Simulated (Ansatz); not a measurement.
The system is BaTiO3.

```
Ba Ti O
1.0
     3.99980    0.00000    0.00000
     0.00000    3.99980    0.00000
     0.00000    0.00000    4.01800
Ba Ti O
1 1 3
Direct
  0.00000 0.00000 0.00000
  0.50000 0.50000 0.49000
  0.00000 0.50000 0.51700
  0.50000 0.00000 0.51700
  0.50000 0.50000 0.01900
```

| Quantity | Value |
| --- | --- |
| Program | Ansatz 0.2.0 |
| Task | relaxation of cell and atoms |
| Functional | BLYP |
| Potentials or basis | Ansatz PAW |
| Cutoff | 420 eV (not typed: the program's choice for these potentials) |
| k mesh | 7 × 7 × 7 |
| Occupations | fermi-dirac, width 0.05 eV |
| Spin | no spin polarisation |

At the start: volume 12.86 Å³/atom.

Problem. Where does the relaxation end?

Solution. It ends after 25 steps and the volume is 14.33 Å³/atom (+11.5 %); space group P4mm (No. 99, to 0.05 Å).

Step by step:
```
step  energy change (eV)  largest force (eV/Å)  volume (Å³)
   1              0.0000                0.2694        64.28
   2             -0.0646                0.5414        67.80
   3             -0.0684                0.4304        67.56
   4             -0.0751                0.3826        67.46
   5             -0.0923                0.4570        67.41
   6             -0.1145                0.1102        68.77
   7             -0.1154                0.0734        69.05
   8             -0.1155                0.0405        69.15
   9             -0.1158                0.0181        69.08
  10             -0.1157                0.0008        69.12
  11             -0.1511                0.0076        69.12
  12             -0.1547                0.0042        69.93
  13             -0.1543                0.0357        70.48
  14             -0.1539                0.0158        70.59
  15             -0.1538                0.0009        70.62
  16             -0.1621                0.0021        70.62
  17             -0.1617                0.0029        70.99
  18             -0.1614                0.0205        71.10
  19             -0.1611                0.0017        71.18
  20             -0.1637                0.0015        71.18
  21             -0.1629                0.0060        71.47
  22             -0.1640                0.0061        71.47
  23             -0.1636                0.0177        71.58
  24             -0.1634                0.0076        71.65
  25             -0.1641                0.0077        71.65
```

Final structure:
```
Ba Ti O
1.0
     3.97501    0.00000    0.00000
     0.00000    3.97501    0.00000
     0.00000    0.00000    4.53459
Ba Ti O
1 1 3
Direct
  0.00000 0.00000 0.96350
  0.50000 0.50000 0.45845
  0.00000 0.50000 0.52842
  0.50000 0.00000 0.52842
  0.50000 0.50000 0.06421
```

Caveat: the plane-wave basis is chosen anew once the cell has moved, so the energies of steps on either side of that aren't comparable; the pressure holds a Pulay correction of +0.6 GPa for the finite cutoff; the PAW data sets come from PBE, with cores solved anew for the run's functional, which leaves a small shift of forces and pressure.
